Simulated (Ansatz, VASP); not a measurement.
## One calculation of CaF7, two programs

The input INCAR:

```
SYSTEM = CaF7
PREC = Accurate
ENCUT = 520
EDIFF = 1E-7
ISMEAR = 0
SIGMA = 0.1
LREAL = .False.
LASPH = .True.
NELM = 100
ALGO = Normal
ISIF = 2
LWAVE = .False.
LCHARG = .False.
GGA = PE
NBANDS = 40
```

KPOINTS

```
Automatic mesh
0
Gamma
  10 10 10
  0 0 0
```

POSCAR

```
CaF7
1.0
    0.0000000000      3.5492293239      3.5492293239
    3.5492293239      0.0000000000      3.5492293239
    3.5492293239      3.5492293239      0.0000000000
Ca F
1 7
Direct
    0.0000000000      0.0000000000      0.0000000000
    0.5000000000      0.0000000000      0.0000000000
    0.0000000000      0.5000000000      0.5000000000
    0.0000000000      0.5000000000      0.0000000000
    0.5000000000      0.0000000000      0.5000000000
    0.0000000000      0.0000000000      0.5000000000
    0.5000000000      0.5000000000      0.0000000000
    0.5000000000      0.5000000000      0.5000000000
```

Input for Ansatz:

```yaml
crystal:
  lattice:
    - [0.0, 3.5492293239, 3.5492293239]
    - [3.5492293239, 0.0, 3.5492293239]
    - [3.5492293239, 3.5492293239, 0.0]
  atoms:
    - { symbol: Ca, position: [0.0, 0.0, 0.0] }
    - { symbol: F, position: [0.5, 0.0, 0.0] }
    - { symbol: F, position: [0.0, 0.5, 0.5] }
    - { symbol: F, position: [0.0, 0.5, 0.0] }
    - { symbol: F, position: [0.5, 0.0, 0.5] }
    - { symbol: F, position: [0.0, 0.0, 0.5] }
    - { symbol: F, position: [0.5, 0.5, 0.0] }
    - { symbol: F, position: [0.5, 0.5, 0.5] }
basis:
  ecutwfc: 420
kpoints:
  mp_grid: { grid: [10, 10, 10] }
  band_path:
    path:
      - [[0.0, 0.0, 0.0], [0.5, 0.0, 0.5], [0.625, 0.25, 0.625]]
      - [[0.375, 0.375, 0.75], [0.0, 0.0, 0.0], [0.5, 0.5, 0.5], [0.5, 0.25, 0.75], [0.5, 0.0, 0.5]]
    npoints: 14
hamiltonian:
  xc: pbe
scf:
  occupations: { method: gaussian, width: 0.1 }
  n_extra_bands: 20
output:
  forces: true
  stress: true
  eigenvalues: true
  populations: true
  dos: { projected: true, de: 0.02, nscf_kmesh: { grid: [15, 15, 15] } }
  bader: true
  write_density: true
  write_potential: true
  elf: true
  volumetric_format: npy
```

The cell was built by a generator and needn't be a form met in nature.

Alike in both runs: task single point; functional PBE; k mesh 10 × 10 × 10; occupations gaussian, width 0.1 eV; no spin polarisation.

|  | VASP | Ansatz |
| --- | --- | --- |
| version | VASP 6.6.1 | Ansatz 0.2.0 |
| potentials or method | VASP PAW PBE potentials, release 64 (Ca_sv, F) | scalar-relativistic, plane waves, PAW |
| plane-wave cutoff (eV) | 520 | 420 |
| valence electrons in the cell | 59 | 59 |

|  | VASP | Ansatz | Ansatz less VASP |
| --- | --- | --- | --- |
| gap on the k mesh at the Fermi level (eV) | none | none | - |
| pressure (GPa) | -0.3 | 0.0 | +0.28 |

A gap of «none» marks a metal or a gap that the smearing closes. The functional is the same, so the differences come from potentials, cutoffs and numerics.

Caveats: an odd number of electrons without spin polarisation forces a metal; a magnetic or distorted state may lie lower.
